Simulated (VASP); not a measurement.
Set up this calculation in VASP 6.6.1, as the native input.

```yaml
Task: band structure
Functional: PBE
Potentials_or_basis: VASP PAW PBE potentials, release 64 (Ba_sv, Ti_sv, O)
Cutoff: 520 eV
k_mesh: 6 × 6 × 6
Occupations: gaussian, width 0.03 eV
Spin: spin-orbit coupling, no magnetisation
Further_INCAR_settings: ALGO = Fast; EDIFF = 1e-06; NBANDS = 57
```

The structure of BaTiO3 lies in POSCAR:

```
BaTiO3                                  
1.0
    4.0319540224      0.0000000000      0.0000000000
    0.0000000000      4.0319540224      0.0000000000
    0.0000000000      0.0000000000      4.0319540224
  Ba              Ti              O             
     1     1     3
Direct
     0.5000000000000000    0.5000000000000000    0.5000000000000000
     0.0000000000000000    0.0000000000000000    0.0000000000000000
     0.5000000000000000    0.0000000000000000    0.0000000000000000
     0.0000000000000000    0.5000000000000000    0.0000000000000000
     0.0000000000000000    0.0000000000000000    0.5000000000000000
```

One way to write it, as run:

INCAR

```
SYSTEM = BaTiO3
ALGO = Fast ; EDIFF = 1E-6
ENCUT = 520 ; GGA = PE
GGA_COMPAT = .False. ; ISIF = 2
ISMEAR = 0 ; LASPH = .True.
LCHARG = .False. ; LMAXMIX = 4
LORBIT = 11 ; LREAL = .False.
LSORBIT = .True. ; LWAVE = .False.
MAGMOM = 0 0 0 0 0 0 0 0 0 0 0 0 0 0 0 ; NBANDS = 57
NELM = 80 ; PREC = Accurate
SIGMA = 0.03
```

KPOINTS

```
k-points
0
Gamma
  6 6 6
  0 0 0
```

KPOINTS_OPT

```
explicit points
64
Reciprocal
 0.0000000000  0.0000000000  0.0000000000 1
 0.0000000000  0.0555555556  0.0000000000 1
 0.0000000000  0.1111111111  0.0000000000 1
 0.0000000000  0.1666666667  0.0000000000 1
 0.0000000000  0.2222222222  0.0000000000 1
 0.0000000000  0.2777777778  0.0000000000 1
 0.0000000000  0.3333333333  0.0000000000 1
 0.0000000000  0.3888888889  0.0000000000 1
 0.0000000000  0.4444444444  0.0000000000 1
 0.0000000000  0.5000000000  0.0000000000 1
 0.0000000000  0.5000000000  0.0000000000 1
 0.0555555556  0.5000000000  0.0000000000 1
 0.1111111111  0.5000000000  0.0000000000 1
 0.1666666667  0.5000000000  0.0000000000 1
 0.2222222222  0.5000000000  0.0000000000 1
 0.2777777778  0.5000000000  0.0000000000 1
 0.3333333333  0.5000000000  0.0000000000 1
 0.3888888889  0.5000000000  0.0000000000 1
 0.4444444444  0.5000000000  0.0000000000 1
 0.5000000000  0.5000000000  0.0000000000 1
 0.5000000000  0.5000000000  0.0000000000 1
 0.4444444444  0.4444444444  0.0000000000 1
 0.3888888889  0.3888888889  0.0000000000 1
 0.3333333333  0.3333333333  0.0000000000 1
 0.2777777778  0.2777777778  0.0000000000 1
 0.2222222222  0.2222222222  0.0000000000 1
 0.1666666667  0.1666666667  0.0000000000 1
 0.1111111111  0.1111111111  0.0000000000 1
 0.0555555556  0.0555555556  0.0000000000 1
 0.0000000000  0.0000000000  0.0000000000 1
 0.0000000000  0.0000000000  0.0000000000 1
 0.0555555556  0.0555555556  0.0555555556 1
 0.1111111111  0.1111111111  0.1111111111 1
 0.1666666667  0.1666666667  0.1666666667 1
 0.2222222222  0.2222222222  0.2222222222 1
 0.2777777778  0.2777777778  0.2777777778 1
 0.3333333333  0.3333333333  0.3333333333 1
 0.3888888889  0.3888888889  0.3888888889 1
 0.4444444444  0.4444444444  0.4444444444 1
 0.5000000000  0.5000000000  0.5000000000 1
 0.5000000000  0.5000000000  0.5000000000 1
 0.4444444444  0.5000000000  0.4444444444 1
 0.3888888889  0.5000000000  0.3888888889 1
 0.3333333333  0.5000000000  0.3333333333 1
 0.2777777778  0.5000000000  0.2777777778 1
 0.2222222222  0.5000000000  0.2222222222 1
 0.1666666667  0.5000000000  0.1666666667 1
 0.1111111111  0.5000000000  0.1111111111 1
 0.0555555556  0.5000000000  0.0555555556 1
 0.0000000000  0.5000000000  0.0000000000 1
 0.5000000000  0.5000000000  0.0000000000 1
 0.5000000000  0.5000000000  0.0555555556 1
 0.5000000000  0.5000000000  0.1111111111 1
 0.5000000000  0.5000000000  0.1666666667 1
 0.5000000000  0.5000000000  0.2222222222 1
 0.5000000000  0.5000000000  0.2777777778 1
 0.5000000000  0.5000000000  0.3333333333 1
 0.5000000000  0.5000000000  0.3888888889 1
 0.5000000000  0.5000000000  0.4444444444 1
 0.5000000000  0.5000000000  0.5000000000 1
 0.0000000000  0.0000000000  0.0000000000 1
 0.5000000000  0.5000000000  0.0000000000 1
 0.5000000000  0.5000000000  0.5000000000 1
 0.0000000000  0.5000000000  0.0000000000 1
```

Potentials or basis: VASP PAW PBE potentials, release 64 (Ba_sv, Ti_sv, O).

Run with:

```console
$ cat potpaw_PBE.64/Ba_sv/POTCAR potpaw_PBE.64/Ti_sv/POTCAR potpaw_PBE.64/O/POTCAR > POTCAR
$ mpirun -np 1 vasp_ncl > vasp.out
```

It gave:

```
Pressure                                              : 0.1 GPa
Valence electrons inside the program's atomic spheres : Ba 7.97; Ti 10.13; O 5.02
```

Wall time 10 min on 1 thread of Intel(R) Xeon(R) 6975P-C (Granite Rapids), with other jobs on the host, peak memory 0.43 GiB.
